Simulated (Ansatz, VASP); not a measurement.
## NbH3: VASP beside Ansatz

```xyz
8
Lattice="5.1959 0.0000 0.0000 -2.5980 4.4998 0.0000 0.0000 0.0000 2.9434" Properties=species:S:1:pos:R:3 pbc="T T T"
Nb    0.0000    2.9999    0.7358
Nb    2.5980    1.4999    2.2075
H     1.2245    1.3444    0.7358
H    -0.5521    1.7327    2.2075
H     3.4193    0.3882    0.7358
H     1.3734    3.1553    2.2075
H     3.1500    2.7671    0.7358
H    -0.8214    4.1116    2.2075
```

Alike in both runs: task single point; functional PBE; k mesh 6 × 6 × 6; occupations gaussian, width 0.1 eV; no spin polarisation.

```csv
,VASP,Ansatz
version,VASP 6.6.1,Ansatz 0.2.0
potentials or method,"VASP PAW PBE potentials, release 64 (Nb_sv, H)","scalar-relativistic, plane waves, PAW"
plane-wave cutoff (eV),520,420
valence electrons in the cell,32,32
```

Ansatz gave:

- gap on the k mesh at the Fermi level (eV): none
- pressure (GPa): -9.3
- largest component of the traceless stress (GPa): 1.13
- rms of the force components (eV/Å): 0.086

**Question.** What did VASP give for the same quantities?

**Answer.** gap on the k mesh at the Fermi level (eV): none; pressure (GPa): -9.6; largest component of the traceless stress (GPa): 1.08; rms of the force components (eV/Å): 0.088.

Atom by atom the forces differ by 0.002 eV/Å (rms over components). A gap of «none» marks a metal or a gap that the smearing closes. With one functional, cell and mesh, what is left measures potentials, basis and numerics.
